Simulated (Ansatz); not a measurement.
Wanted: the native input for an Ansatz 0.2.0 run.

```yaml
Task: band structure
Functional: PBE
Potentials_or_basis: Ansatz NC
Cutoff: "1252 eV (not typed: the program's choice for these potentials)"
k_mesh: 10 × 10 × 5
Occupations: fermi-dirac, width 0.05 eV
Spin: no spin polarisation
Path: "[[\"X\", \"G\", \"Y\"], [\"L\", \"G\", \"Z\"], [\"N\", \"G\", \"M\"], [\"R\", \"G\"]]"
Points_for_each_segment_of_the_path: 14
```

Crystal: CuO.

```
Cu O
1.0
     2.30558   -1.72961    0.07281
     2.31576    1.74354    0.04815
    -0.70809   -0.03897    5.12907
Cu O
2 2
Direct
  0.01425 0.47965 0.06043
  0.47088 0.15407 0.47412
  0.56927 0.29603 0.26394
  0.44560 0.57025 0.70150
```

The cell isn't the ideal one: all atoms moved at random, sigma 0.25 Å a component, cell strained at random, sigma 0.03.

One way to write it, as run:

input.yaml

```yaml
crystal:
  lattice:
    - [2.30557528, -1.72961264, 0.07280659]
    - [2.31575566, 1.7435441, 0.04814864]
    - [-0.70809278, -0.03896755, 5.12906913]
  atoms:
    - { symbol: Cu, position: [0.01425322, 0.47964541, 0.06043223] }
    - { symbol: Cu, position: [0.47087971, 0.15406821, 0.47412017] }
    - { symbol: O, position: [0.56926815, 0.29603286, 0.26394272] }
    - { symbol: O, position: [0.44559892, 0.57025351, 0.70150487] }
hamiltonian:
  xc: pbe
  pseudopotentials: { kind: nc }
kpoints:
  mp_grid: { grid: [10, 10, 5] }
  band_path:
    path:
      - [[0.0, 0.0, 0.5], [0.0, 0.0, 0.0], [-0.5, 0.0, 0.0]]
      - [[-0.5, 0.0, 0.5], [0.0, 0.0, 0.0], [0.0, -0.5, 0.0]]
      - [[0.0, -0.5, 0.5], [0.0, 0.0, 0.0], [-0.5, -0.5, 0.0]]
      - [[-0.5, -0.5, 0.5], [0.0, 0.0, 0.0]]
    npoints: 14
scf:
  occupations: { method: fermi_dirac, width: 0.05 }
  n_extra_bands: 10
output:
  forces: true
  stress: true
  eigenvalues: true
  fatbands: true
  write_density: true
  write_potential: true
  elf: true
  volumetric_format: npy
```

Potentials or basis: Ansatz NC.

Run with:

```sh
$ ansatz run input.yaml --threads 2 --pin off --max-ram 5632MiB --backend cpu --events-out ev --progress --plain --runs-dir out
```

It gave:

- Pressure: 97.6 GPa
- Largest force: 41.952 eV/Å
- Band gap on the k mesh: none (metal or under the smearing width)

Caveat: the cell as given lies far from equilibrium; the run has no spin polarisation, though such a crystal can be magnetic; semilocal functionals often make such compounds metallic where correlation or magnetic order opens a gap, which also shifts bond lengths; forces of over 1 eV/Å show positions far from the minimum, so gaps and moduli don't describe the material at rest.

Run time: 2.4 min on 2 threads of Arm Neoverse V1, with other jobs on the host, peak memory 1.2 GiB.
